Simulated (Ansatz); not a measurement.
# Rh: relaxing cell and atoms and elastic constants, part 2 of 2

The task, for Rh: 2 runs in a chain (relaxing cell and atoms and elastic constants).

Ansatz 0.2.0; DFT PBE, scalar-relativistic, plane waves, PAW.

## (3) Elastic constants: mesh 58×58×58

It takes the final geometry of step 2.

Input file input.yaml:

```yaml
crystal:
  lattice:
    - [0.0, 1.914969926, 1.914969926]
    - [1.914969926, 0.0, 1.914969926]
    - [1.914969926, 1.914969926, 0.0]
  atoms:
    - { symbol: Rh, position: [0.0, 0.0, 0.0] }
scf:
  occupations: { method: gaussian, width: 0.1 }
output:
  eigenvalues: true
kpoints:
  mp_grid: { grid: [58, 58, 58] }
hamiltonian:
  xc: pbe
elastic:
  mode: relaxed_ion
  amplitude: 0.005
  stencil: two_point
```

Started as:

```
ansatz run input.yaml --threads 8 --pin off --max-ram 24576MiB --backend cpu --events-out ev --progress --plain --runs-dir out
```

What it wrote:

```text
Warning: RAYON_NUM_THREADS=8 ignored (pool sized by the plan → 8); use --threads N
Engine: ansatz 0.2.0, aarch64-unknown-linux-gnu
Pseudopotentials: kind: paw
Pseudopotential: Rh, paw, valence charge 17, recommended cutoff 420 eV (normal), Rh.paw.azcp
Functional definition: PBE
  parameter kappa = 0.804
  parameter beta = 0.06672455060314922
  exchange = pbe_x(kappa = kappa, mu = beta*pi^2/3)
  correlation = pbe_c(beta = beta)
Crystal: 1 atoms, lattice volume = 14.045 Å³
Basis set: ecut = 420 eV, 283 PW (Γ), exchange–correlation on 40×40×40 points (8 copies of the dense FFT grid, shifted against one another)
Bands: 13, of which v1, the nominal top of the filled ones, is band 9 counted from 1 (8 counted from 0)
Symmetry: 48 space group operations
Space group: Fm-3m (ITA 225), of the structure as read, at distance tolerance 2.4e-5 Å
k-points: 4735 of 195112
Non-local potential: Rh, projectors of the file, l = 0: 3, l = 1: 2, l = 2: 2, l = 3: 1
PAW form: soft (Blöchl's): semilocal exchange-correlation on the pseudo side does not see the compensation charge
PAW one-centre angular grid: Rh, 590 points (default); XC on 64 Gauss nodes
Initial density: superposition of atomic densities (neutral atoms: chi_scale 0, normalization atom), corrected by the library's trained network
Initial wavefunctions: pseudopotential atomic-orbital guess
Functional: x = pbe(κ = 0.804, μ = 0.2195149727645171), c = pbe(β = 0.06672455060314922)
SCF iter   1: F=—  HF=-6402.892252 eV  |F-HF|=—  |Δ(HF+E_count)|=         —  Δρ=2.73e-3  dr2=2.74e-4  ethr=1.77e-3  ⟨swp⟩=4.9  Hψ=340678  notcnv=0
preconditioner: auto → none  [metal: Δε(μ)=0.001 eV  Ē_g=13.779 eV  σ=0.100 eV  W_gap=0.00  n_scr=0 (ndim 8)  ℏωp=29.7 eV  f_vac=0.000  D(μ)=1.34/eV (n_scr^D=14)]
SCF iter   2: F=—  HF=-6402.892355 eV  |F-HF|=—  |Δ(HF+E_count)|=   1.03e-4  Δρ=1.41e-3  dr2=5.84e-5  ethr=1.61e-6  ⟨swp⟩=2.9  Hψ=141088  notcnv=0
SCF iter   3: F=—  HF=-6402.892369 eV  |F-HF|=—  |Δ(HF+E_count)|=   1.41e-5  Δρ=6.96e-4  dr2=1.27e-5  ethr=3.44e-7  ⟨swp⟩=2.0  Hψ=82129  notcnv=0
SCF iter   4: F=—  HF=-6402.892379 eV  |F-HF|=—  |Δ(HF+E_count)|=   1.06e-5  Δρ=6.14e-5  dr2=2.47e-7  ethr=7.44e-8  ⟨swp⟩=2.6  Hψ=93636  notcnv=0
SCF iter   5: F=—  HF=-6402.892379 eV  |F-HF|=—  |Δ(HF+E_count)|=   1.96e-7  Δρ=1.17e-5  dr2=4.68e-9  ethr=1.45e-9  ⟨swp⟩=2.5  Hψ=84248  notcnv=0
SCF iter   6: F=—  HF=-6402.892379 eV  |F-HF|=—  |Δ(HF+E_count)|=   3.45e-9  Δρ=2.34e-6  dr2=4.60e-10  ethr=2.75e-11  ⟨swp⟩=2.1  Hψ=100148  notcnv=0
SCF iter   7: F=—  HF=-6402.892379 eV  |F-HF|=—  |Δ(HF+E_count)|=  1.16e-10  Δρ=6.22e-7  dr2=3.28e-11  ethr=2.71e-12  ⟨swp⟩=1.2  Hψ=64488  notcnv=0
SCF iter   8: F=—  HF=-6402.892379 eV  |F-HF|=—  |Δ(HF+E_count)|=  1.00e-11  Δρ=1.64e-7  dr2=2.52e-12  ethr=1.93e-13 (applied; sched 1.00e-12)  ⟨swp⟩=1.0  Hψ=60849  notcnv=0
SCF iter   9: F=-6402.892379 eV  HF=-6402.892379 eV  |F-HF|=9.09e-13  |Δ(HF+E_count)|=    0.00e0  Δρ=5.78e-9  dr2=1.86e-15  ethr=1.00e-12  ⟨swp⟩=3.7  Hψ=239437  notcnv=0
SCF 1 converged in 9 iterations: F = -6402.892379 eV  dr2 = 1.86e-15
Crystal: 1 atoms, lattice volume = 13.975 Å³
Symmetry: 16 space group operations
k-points: 13290 of 195112
Initial density: handed on by an earlier stage of this run
Initial wavefunctions: those handed on with the density
iter 1 solved again at ethr=3.78e-7 eV; its pass at ethr=3.10e-3 eV (dr2=6.42e-5 eV) is discarded
SCF iter   1: F=—  HF=-6402.891926 eV  |F-HF|=—  |Δ(HF+E_count)|=         —  Δρ=6.16e-4  dr2=3.45e-5  ethr=3.78e-7  ⟨swp⟩=2.1  Hψ=1161725  notcnv=0  defer=1954
preconditioner: auto → none  [metal: Δε(μ)=0.000 eV  Ē_g=13.831 eV  σ=0.100 eV  W_gap=0.00  n_scr=0 (ndim 8)  ℏωp=29.8 eV  f_vac=0.000  D(μ)=1.33/eV (n_scr^D=14)]
SCF iter   2: F=—  HF=-6402.891920 eV  |F-HF|=—  |Δ(HF+E_count)|=   5.95e-6  Δρ=3.01e-4  dr2=4.34e-6  ethr=2.03e-7  ⟨swp⟩=2.1  Hψ=237566  notcnv=0  defer=1954
SCF iter   3: F=—  HF=-6402.891918 eV  |F-HF|=—  |Δ(HF+E_count)|=   1.67e-6  Δρ=1.44e-4  dr2=6.46e-7  ethr=2.55e-8  ⟨swp⟩=2.5  Hψ=258170  notcnv=0  defer=1954
SCF iter   4: F=—  HF=-6402.891919 eV  |F-HF|=—  |Δ(HF+E_count)|=   5.26e-7  Δρ=2.12e-5  dr2=1.49e-8  ethr=3.80e-9  ⟨swp⟩=1.0  Hψ=169353  notcnv=0  defer=1954
SCF iter   5: F=—  HF=-6402.891919 eV  |F-HF|=—  |Δ(HF+E_count)|=   8.02e-9  Δρ=3.29e-6  dr2=2.69e-10  ethr=8.79e-11  ⟨swp⟩=2.8  Hψ=278854  notcnv=0  defer=1954
SCF iter   6: F=—  HF=-6402.891919 eV  |F-HF|=—  |Δ(HF+E_count)|=  2.45e-10  Δρ=4.68e-7  dr2=6.16e-12  ethr=1.58e-12  ⟨swp⟩=2.3  Hψ=258672  notcnv=0  defer=1954
SCF iter   7: F=—  HF=-6402.891919 eV  |F-HF|=—  |Δ(HF+E_count)|=  2.73e-12  Δρ=1.20e-7  dr2=3.66e-13  ethr=3.62e-14 (applied; sched 1.00e-12)  ⟨swp⟩=1.4  Hψ=197343  notcnv=0  defer=3443
SCF iter   8: F=-6402.891919 eV  HF=-6402.891919 eV  |F-HF|=0.00e0  |Δ(HF+E_count)|=  1.82e-12  Δρ=3.79e-9  dr2=4.52e-16  ethr=1.00e-12  ⟨swp⟩=4.0  Hψ=547305  notcnv=0
SCF 2 converged in 8 iterations: F = -6402.891919 eV  dr2 = 4.52e-16
Crystal: 1 atoms, lattice volume = 14.115 Å³
iter 1 solved again at ethr=1.95e-9 eV; its pass at ethr=3.10e-3 eV (dr2=3.31e-7 eV) is discarded
SCF iter   1: F=—  HF=-6402.891902 eV  |F-HF|=—  |Δ(HF+E_count)|=         —  Δρ=3.22e-4  dr2=3.29e-7  ethr=1.95e-9  ⟨swp⟩=2.1  Hψ=1113831  notcnv=0  defer=950
preconditioner: auto → none  [metal: Δε(μ)=0.000 eV  Ē_g=13.724 eV  σ=0.100 eV  W_gap=0.00  n_scr=0 (ndim 8)  ℏωp=29.7 eV  f_vac=0.000  D(μ)=1.35/eV (n_scr^D=14)]
SCF iter   2: F=—  HF=-6402.891926 eV  |F-HF|=—  |Δ(HF+E_count)|=   2.40e-5  Δρ=1.61e-4  dr2=8.08e-8  ethr=1.94e-9  ⟨swp⟩=1.0  Hψ=169433  notcnv=0  defer=950
SCF iter   3: F=—  HF=-6402.891934 eV  |F-HF|=—  |Δ(HF+E_count)|=   8.02e-6  Δρ=2.64e-5  dr2=3.59e-8  ethr=4.75e-10  ⟨swp⟩=2.2  Hψ=237839  notcnv=0  defer=950
SCF iter   4: F=—  HF=-6402.891934 eV  |F-HF|=—  |Δ(HF+E_count)|=   1.19e-7  Δρ=9.43e-7  dr2=7.62e-11  ethr=2.11e-10  ⟨swp⟩=2.5  Hψ=253479  notcnv=0  defer=950
SCF iter   5: F=—  HF=-6402.891934 eV  |F-HF|=—  |Δ(HF+E_count)|=  2.00e-11  Δρ=1.39e-7  dr2=1.39e-12  ethr=4.48e-13 (applied; sched 1.00e-12)  ⟨swp⟩=2.2  Hψ=287216  notcnv=0  defer=3149
SCF iter   6: F=-6402.891934 eV  HF=-6402.891934 eV  |F-HF|=3.64e-12  |Δ(HF+E_count)|=  3.64e-12  Δρ=1.87e-8  dr2=3.38e-14  ethr=1.00e-12  ⟨swp⟩=4.0  Hψ=564252  notcnv=0
SCF 3 converged in 6 iterations: F = -6402.891934 eV  dr2 = 3.38e-14
Symmetry: 8 space group operations
k-points: 25695 of 195112
iter 1 solved again at ethr=2.18e-7 eV; its pass at ethr=3.10e-3 eV (dr2=3.71e-5 eV) is discarded
SCF iter   1: F=—  HF=-6402.892161 eV  |F-HF|=—  |Δ(HF+E_count)|=         —  Δρ=6.77e-4  dr2=1.02e-5  ethr=2.18e-7  ⟨swp⟩=2.1  Hψ=2176815  notcnv=0  defer=3227
preconditioner: auto → none  [metal: Δε(μ)=0.000 eV  Ē_g=13.778 eV  σ=0.100 eV  W_gap=0.00  n_scr=0 (ndim 8)  ℏωp=29.7 eV  f_vac=0.000  D(μ)=1.34/eV (n_scr^D=14)]
SCF iter   2: F=—  HF=-6402.892172 eV  |F-HF|=—  |Δ(HF+E_count)|=   1.05e-5  Δρ=2.53e-4  dr2=1.17e-6  ethr=6.02e-8  ⟨swp⟩=1.0  Hψ=327583  notcnv=0  defer=3227
SCF iter   3: F=—  HF=-6402.892174 eV  |F-HF|=—  |Δ(HF+E_count)|=   2.58e-6  Δρ=6.38e-5  dr2=7.54e-8  ethr=6.90e-9  ⟨swp⟩=1.1  Hψ=329691  notcnv=0  defer=3227
SCF iter   4: F=—  HF=-6402.892174 eV  |F-HF|=—  |Δ(HF+E_count)|=   2.57e-7  Δρ=6.04e-6  dr2=2.89e-9  ethr=4.43e-10  ⟨swp⟩=2.7  Hψ=561016  notcnv=0  defer=3227
SCF iter   5: F=—  HF=-6402.892174 eV  |F-HF|=—  |Δ(HF+E_count)|=  3.84e-10  Δρ=2.45e-6  dr2=1.30e-10  ethr=1.70e-11  ⟨swp⟩=2.4  Hψ=468422  notcnv=0  defer=3227
SCF iter   6: F=—  HF=-6402.892174 eV  |F-HF|=—  |Δ(HF+E_count)|=  2.46e-10  Δρ=6.18e-7  dr2=2.13e-11  ethr=7.63e-13 (applied; sched 1.00e-12)  ⟨swp⟩=2.3  Hψ=543703  notcnv=0  defer=5096
SCF iter   7: F=—  HF=-6402.892174 eV  |F-HF|=—  |Δ(HF+E_count)|=  1.82e-12  Δρ=1.08e-7  dr2=4.56e-13  ethr=1.25e-13 (applied; sched 1.00e-12)  ⟨swp⟩=2.0  Hψ=516561  notcnv=0  defer=6385
SCF iter   8: F=-6402.892174 eV  HF=-6402.892174 eV  |F-HF|=0.00e0  |Δ(HF+E_count)|=  9.09e-13  Δρ=7.40e-9  dr2=1.80e-15  ethr=1.00e-12  ⟨swp⟩=4.0  Hψ=990662  notcnv=0
SCF 4 converged in 8 iterations: F = -6402.892174 eV  dr2 = 1.80e-15
iter 1 solved again at ethr=1.09e-9 eV; its pass at ethr=3.10e-3 eV (dr2=1.86e-7 eV) is discarded
SCF iter   1: F=—  HF=-6402.892157 eV  |F-HF|=—  |Δ(HF+E_count)|=         —  Δρ=2.41e-4  dr2=1.85e-7  ethr=1.09e-9  ⟨swp⟩=1.7  Hψ=2062376  notcnv=0  defer=1356
preconditioner: auto → none  [metal: Δε(μ)=0.000 eV  Ē_g=13.779 eV  σ=0.100 eV  W_gap=0.00  n_scr=0 (ndim 8)  ℏωp=29.7 eV  f_vac=0.000  D(μ)=1.34/eV (n_scr^D=14)]
SCF iter   2: F=—  HF=-6402.892170 eV  |F-HF|=—  |Δ(HF+E_count)|=   1.32e-5  Δρ=1.20e-4  dr2=4.49e-8  ethr=1.09e-9  ⟨swp⟩=1.0  Hψ=327544  notcnv=0  defer=1356
SCF iter   3: F=—  HF=-6402.892174 eV  |F-HF|=—  |Δ(HF+E_count)|=   4.46e-6  Δρ=2.05e-5  dr2=1.82e-8  ethr=2.64e-10  ⟨swp⟩=2.3  Hψ=462926  notcnv=0  defer=1356
SCF iter   4: F=—  HF=-6402.892174 eV  |F-HF|=—  |Δ(HF+E_count)|=   8.21e-8  Δρ=5.34e-7  dr2=1.85e-11  ethr=1.07e-10  ⟨swp⟩=2.5  Hψ=484610  notcnv=0  defer=1356
SCF iter   5: F=—  HF=-6402.892174 eV  |F-HF|=—  |Δ(HF+E_count)|=  1.46e-11  Δρ=1.13e-7  dr2=5.16e-13  ethr=1.09e-13 (applied; sched 1.00e-12)  ⟨swp⟩=2.1  Hψ=551157  notcnv=0  defer=6385
SCF iter   6: F=-6402.892174 eV  HF=-6402.892174 eV  |F-HF|=1.82e-12  |Δ(HF+E_count)|=  1.82e-12  Δρ=1.42e-8  dr2=6.23e-15  ethr=1.00e-12  ⟨swp⟩=4.0  Hψ=1087558  notcnv=0
SCF 5 converged in 6 iterations: F = -6402.892174 eV  dr2 = 6.23e-15
SCF converged after 9 iterations
Free energy (F): -6402.892379 eV
Harris-Foulkes:  -6402.892379 eV  (|F-HF|=9.09e-13)
Internal energy: -6402.885689 eV  (E = F + TS)
E sigma→0 (E₀):  -6402.889034 eV
Entropy (-TS):   -0.006690 eV (-6.690 meV/atom)
Fermi energy:    21.785925 eV
--- Per-component energies (eV) ---
  E_band       = -94.158875
  E_kinetic    = 572.811838
  E_local      = -1589.335603  (includes V_loc(G=0)·N_el)
  E_nonlocal   = 354.526089
  E_hartree    = 558.617760
  E_xc         = -221.767034
  E_vxc        = -278.389899  (∫ρ·V_xc dr)
  E_paw        = -3586.852951  (= ΣΔE_a)
  E_vpaw       = -271.007704  (= ΣTr[D̂ρ^β])
  E_aug_tail   = 0.000884  (compensation charges beyond the density's cutoff)
  E_ewald      = -2490.886671
  E_smearing   = -0.006690  (= −TS)
  E_closure    = 0.000000  (closes the sum)
  Σ components = -6402.892379   (vs F -6402.892379, Δ=0.00e0)
--- Forces (eV/Å), atoms counted from 1 ---
  atom   1  Rh    -0.00000000     0.00000000     0.00000000
  max |Σ_I F_I| component: 5.75e-32 eV/Å
--- Stress (GPa, compression-positive) ---
        0.007096       0.000000       0.000000
        0.000000       0.007096      -0.000000
       -0.000000       0.000000       0.007096
  P = ⅓ Tr σ = 0.0071 GPa (0.071 kbar)
--- Band table (eV; the first three rows and the last of 4735) ---
  k-point 0: bands = ["-57.0299", "-24.5246", "-24.5246", "-24.5246", "13.9790", "18.8059", "18.8059", "18.8059", "20.8230", "20.8230", "37.6079", "42.8306", "42.8306"]
  k-point 1: bands = ["-57.0296", "-24.5267", "-24.5249", "-24.5249", "13.9909", "18.8006", "18.8106", "18.8106", "20.8203", "20.8203", "37.6248", "42.7596", "42.8474"]
  k-point 2: bands = ["-57.0287", "-24.5328", "-24.5257", "-24.5257", "14.0264", "18.7848", "18.8246", "18.8246", "20.8124", "20.8124", "37.6750", "42.5582", "42.8977"]
  k-point 4734: bands = ["-56.8929", "-24.9837", "-24.9625", "-24.7822", "16.9223", "17.9668", "18.2439", "20.6328", "22.7407", "31.0216", "31.4798", "32.8198", "34.2329"]
--- Elastic constants: 2 strain directions × 2 members + reference (group order 48) ---
  dense FFT box of the reference and of every strained cell: 20×20×20
  strains applied: 11, 23; error gains: componentwise 1.00 (the most a stress slope's error grows in a printed constant), spectral 1.73 (1 for all six strains in a standard setting)
  C = ∂σ_k/∂η_j (tension-positive GPa; Voigt order 11 22 33 23 13 12):
       412.689    179.499    179.499     -0.000      0.000      0.000
       179.499    412.689    179.499      0.000      0.000     -0.000
       179.499    179.499    412.689      0.000     -0.000     -0.000
         0.000      0.000      0.000    186.093      0.000      0.000
        -0.000      0.000      0.000     -0.000    186.093      0.000
        -0.000      0.000     -0.000     -0.000     -0.000    186.093
  reference stress σ⁰ (GPa):     -0.007     -0.007     -0.007      0.000      0.000     -0.000
  C* (energy form; C + prestress term) asymmetry max|C*_kj − C*_jk| = 5.684e-14 GPa — a small one proves nothing (zero by symmetry where the batch's group is 432, −43m or m−3m); a large one is finite-difference/SCF noise where every solve meets its electron count
  moduli (Voigt/Reuss/Hill, GPa): K = 257.23/257.23/257.23   G = 158.29/150.27/154.28   E = 385.72   ν = 0.250
  mechanically stable: yes (min eigenvalue of sym C = 186.09 GPa)
  strain η (Voigt 11):  stress-route row diagonal C_11 = 412.69 GPa, energy-path curvature d²(F+E_count+ΔE)/dδ²/Ω₀ = 412.78 GPa
         δ    σ_11 (GPa)             F (eV)   n_scf  n_hpsi   n_pw
    -5.000e-3      -2.1040       -6402.8919186       8  3289568    290   relax 0 steps, max|allowed force component| 0.00e0 eV/Å
     5.000e-3       2.0229       -6402.8919339       6  2806938    291   relax 0 steps, max|allowed force component| 0.00e0 eV/Å
  strain η (Voigt 23):  stress-route row diagonal C_44 = 186.09 GPa, energy-path curvature d²(F+E_count+ΔE)/dδ²/Ω₀ = 186.23 GPa
         δ    σ_23 (GPa)             F (eV)   n_scf  n_hpsi   n_pw
    -5.000e-3      -0.9305       -6402.8921744       8  6264187    290   relax 0 steps, max|allowed force component| 0.00e0 eV/Å
     5.000e-3       0.9305       -6402.8921744       6  5325749    290   relax 0 steps, max|allowed force component| 0.00e0 eV/Å
```

Run time: 3.7 min. Hardware: 8 threads of Arm Neoverse V1, shared host; peak memory 4.9 GiB.

Derived from the tensor and the density, 12.167 g/cm³, with v_l = √((B+4G/3)/ρ), v_t = √(G/ρ), v_m = [(2/v_t³+1/v_l³)/3]^(−1/3) and Θ = (ħ/k_B)·v_m·(6π²n/V)^(1/3):

| quantity | value |
| --- | --- |
| bulk modulus B | 257.2 GPa |
| shear modulus G | 154.3 GPa |
| B/G | 1.67 |
| universal anisotropy index | 0.27 |
| sound speeds v_l, v_t | 6168, 3561 m/s |
| Debye temperature Θ | 488 K |

Young's modulus by Cartesian direction:

```csv
direction,E (GPa)
"(1, 0, 0)",304
"(0, 1, 0)",304
"(0, 0, 1)",304
"(1, 1, 0)",402
"(1, 0, 1)",402
"(0, 1, 1)",402
"(1, 1, 1)",450
```

## (4) Summary of results

What follows sums up all 2 parts.

```
step  volume (Å³/atom)  pressure (GPa)  energy (eV)  gap on the mesh (eV)  time
   2             14.04             0.0    -6402.889                  0.00  25 s
```

```
                           quantity                                                                      value
relaxed cell, step 2 (conventional)  a = 3.830 Å, b = 3.830 Å, c = 3.830 Å, α = 90.00°, β = 90.00°, γ = 90.00°
        C11, C12, C44 (relaxed-ion)                                                          413, 180, 186 GPa
       B, G, E (Hill) (relaxed-ion)                                                          257, 154, 386 GPa
        Poisson ratio (relaxed-ion)                                                                       0.25
                  Debye temperature                                                                      488 K
```

What this shows: It is stable against strain: the least eigenvalue of C is 186 GPa. B/G = 1.67 lies under 1.75, which by Pugh's rule of thumb suggests brittle behaviour; Young's modulus ranges from about 304 to 450 GPa with direction. Against the measured bulk modulus of Rh, 264 GPa (quoted in “Thermal equation of state of rhodium characterized by XRD in a resistively heated diamond anvil cell”, 2024, pmc:11535440), the calculated 257 GPa is off by -2.6 %. The run is for a static lattice at zero temperature. A measured lattice constant a of Rh is 3.803 Å (quoted in “Strong-coupling superconductivity of SrIr2 and SrRh2: Phonon engineering of metallic Ir and Rh”, 2021, arxiv:2108.03692); the calculated 3.830 Å misses it by +0.7 %. That is the cell relaxed with PBE, without thermal expansion or zero-point motion.
